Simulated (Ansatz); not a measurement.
Crystal: MgSi.

```
CELL_PARAMETERS angstrom
2.90839 0.00000 0.00000
0.00000 2.90839 0.00000
0.00000 0.00000 4.10343
ATOMIC_POSITIONS crystal
Si 0.50000 0.50000 0.50000
Mg 0.00000 0.00000 0.00000
```

The cell comes from a database or a generator and needn't be the stable form of this composition.

```yaml
Program: Ansatz 0.2.0
Task: relaxation of cell and atoms
Functional: LDA
Potentials_or_basis: Ansatz PAW
Cutoff: "420 eV (not typed: the program's choice for these potentials)"
k_mesh: 9 × 9 × 7
Occupations: fermi-dirac, width 0.05 eV
Spin: no spin polarisation
```

At the start: volume 17.35 Å³/atom.

Question: Where does the relaxation end?

Answer: It ends after 7 steps and the volume is 16.67 Å³/atom (-3.9 %); space group P4/mmm (No. 123, to 0.05 Å).

The path:
| step | energy change (eV) | largest force (eV/Å) | volume (Å³) |
| --- | --- | --- | --- |
| 1 | 0.0000 | 0.0000 | 34.71 |
| 2 | -0.0430 | 0.0000 | 33.05 |
| 3 | -0.0452 | 0.0000 | 33.21 |
| 4 | -0.0458 | 0.0000 | 33.33 |
| 5 | -0.0458 | 0.0000 | 33.34 |
| 6 | -0.0458 | 0.0000 | 33.34 |
| 7 | -0.0457 | 0.0000 | 33.34 |

Final structure:
```
Si Mg
1.0
     2.93995    0.00000    0.00000
     0.00000    2.93995    0.00000
     0.00000    0.00000    3.85723
Si Mg
1 1
Direct
  0.50000 0.50000 0.50000
  0.00000 0.00000 0.00000
```

Caveat: the plane-wave basis is chosen anew once the cell has moved, so the energies of steps on either side of that aren't comparable; the PAW data sets come from PBE, with cores solved anew for the run's functional, which leaves a small shift of forces and pressure.
